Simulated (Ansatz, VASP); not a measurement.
Two plane-wave programs on BN

The input POSCAR:

```
BN
1.0
    2.4517820176      0.0000000000      0.0000000000
   -1.2258910088      2.1233055118      0.0000000000
    0.0000000000      0.0000000000      4.3959292000
B N
2 2
Direct
    0.6666666667      0.3333333333      0.9997240000
    0.3333333333      0.6666666667      0.4997240000
    0.6666666667      0.3333333333      0.6252760000
    0.3333333333      0.6666666667      0.1252760000
```

File INCAR.step1:

```
ALGO     = Normal         # electronic algorithm
EDIFF    = 1E-4           # SCF threshold, eV
ENCUT    = 520            # plane-wave cutoff, eV
GGA      = PE             # functional
ISMEAR   = 0              # smearing method
LASPH    = T              # aspherical terms in the spheres
LCHARG   = F              # write CHGCAR
LREAL    = F              # projectors in reciprocal space
LWAVE    = T              # write WAVECAR
NBANDS   = 16             # bands
NELM     = 100            # most SCF steps
PREC     = Accurate       # precision mode
SIGMA    = 0.05           # smearing width, eV
```

File INCAR.step2:

```
ALGO     = Normal         # electronic algorithm
EDIFF    = 1E-6           # SCF threshold, eV
ENCUT    = 520            # plane-wave cutoff, eV
ISIF     = 2              # what is computed and relaxed
ISMEAR   = 0              # smearing method
ISTART   = 1            
LASPH    = T              # aspherical terms in the spheres
LCHARG   = F              # write CHGCAR
LMIXTAU  = T            
LREAL    = F              # projectors in reciprocal space
LWAVE    = F              # write WAVECAR
METAGGA  = R2SCAN         # meta-GGA
NBANDS   = 16             # bands
NELM     = 100            # most SCF steps
PREC     = Accurate       # precision mode
SIGMA    = 0.05           # smearing width, eV
```

The input KPOINTS:

```
k-points
0
Gamma
  12 12 6
```

Input for Ansatz:

```yaml
crystal:
  lattice:
    - [2.4517820176, 0.0, 0.0]
    - [-1.2258910088, 2.1233055118, 0.0]
    - [0.0, 0.0, 4.3959292]
  atoms:
    - { symbol: B, position: [0.6666666667, 0.3333333333, 0.999724] }
    - { symbol: B, position: [0.3333333333, 0.6666666667, 0.499724] }
    - { symbol: "N", position: [0.6666666667, 0.3333333333, 0.625276] }
    - { symbol: "N", position: [0.3333333333, 0.6666666667, 0.125276] }
basis:
  ecutwfc: 500
kpoints:
  mp_grid: { grid: [12, 12, 6] }
hamiltonian:
  xc: r2scan
scf:
  occupations: { method: gaussian, width: 0.05 }
output:
  forces: true
  stress: true
  eigenvalues: true
  write_density: true
  write_potential: true
  elf: true
  volumetric_format: npy
```

Change from the starting cell: strain -0.040 along x and y, +0.040 along z, atoms carried along.

Alike in both runs: task single point; functional r2SCAN; k mesh 12 × 12 × 6; occupations gaussian, width 0.05 eV; no spin polarisation.

```csv
,VASP,Ansatz
version,VASP 6.6.1,Ansatz 0.2.0
potentials or method,"VASP PAW PBE potentials, release 64 (B, N)","scalar-relativistic, plane waves, PAW"
plane-wave cutoff (eV),520,500
valence electrons in the cell,16,16
```

Ansatz gave:

```
gap on the k mesh at the Fermi level (eV)       : 5.36
least direct gap on the mesh (eV)               : 6.70
pressure (GPa)                                  : 15.6
largest component of the traceless stress (GPa) : 55.51
rms of the force components (eV/Å)              : 0.105
```

Problem. Which values does VASP return?

Solution. gap on the k mesh at the Fermi level (eV): 5.32; least direct gap on the mesh (eV): 6.69; pressure (GPa): 16.8; largest component of the traceless stress (GPa): 55.83; rms of the force components (eV/Å): 0.089.

Atom by atom the forces differ by 0.015 eV/Å (rms over components). The functional is the same, so the differences come from potentials, cutoffs and numerics.

Caveats: so large a pressure means that the cell lies far from this level's equilibrium, or that cutoff or potentials fall short (VASP); the potentials were made for another functional, which shifts forces and pressure (VASP). A k mesh can miss the band edges.
